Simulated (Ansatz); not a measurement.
**BiTe: do energies and stresses tell the same story?**

The calculation used Ansatz 0.2.0, DFT PBEsol, scalar-relativistic, plane waves, PAW.

Settings: cutoff 420 eV, Γ-centred mesh 12×12×12 on the computed 2-atom cell, Gaussian smearing of 0.10 eV; no spin polarisation.

Relaxed cell: Fm-3m, a = 6.394 Å, b = 6.394 Å, c = 6.394 Å, α = 90.00°, β = 90.00°, γ = 90.00°, 2 atoms in the primitive cell. Whether it is the stable form of this composition wasn't checked.

Energies at zero smearing and pressures from the stress tensor, at volumes with shape and atoms relaxed:
| V (Å³/atom) | E − E(first) (meV/atom) | P (GPa) |
| --- | --- | --- |
| 28.759 | 0.00 | 9.33 |
| 29.739 | -47.87 | 6.37 |
| 30.720 | -79.03 | 3.87 |
| 31.700 | -96.07 | 1.77 |
| 32.681 | -101.21 | 0.00 |
| 33.661 | -96.38 | -1.49 |
| 34.641 | -83.17 | -2.75 |
| 35.949 | -54.79 | -4.12 |

Check P = −dE/dV between neighbouring volumes, and get the bulk modulus from the pressures alone.

With 1 eV/Å³ = 160.2 GPa:
| middle V (Å³/atom) | −ΔE/ΔV (GPa) | mean P (GPa) |
| --- | --- | --- |
| 29.249 | 7.823 | 7.848 |
| 30.230 | 5.093 | 5.121 |
| 31.210 | 2.784 | 2.821 |
| 32.190 | 0.841 | 0.884 |
| 33.171 | -0.789 | -0.746 |
| 34.151 | -2.159 | -2.119 |
| 35.295 | -3.478 | -3.433 |

The two differ by 0.05 GPa at most. The mean of two end pressures misses the average over a step by about ΔV² P″/12, up to 0.04 GPa here; with that taken off 0.02 GPa remains. Around V = 32.681 Å³/atom, the two neighbours give B = −V ΔP/ΔV = 32.681 × 3.26 / 1.961 = 54.3 GPa, against B0 = 54.3 GPa from the Birch–Murnaghan fit of the energies.

Spin–orbit coupling is left out, which can shift energies with elements as heavy as these.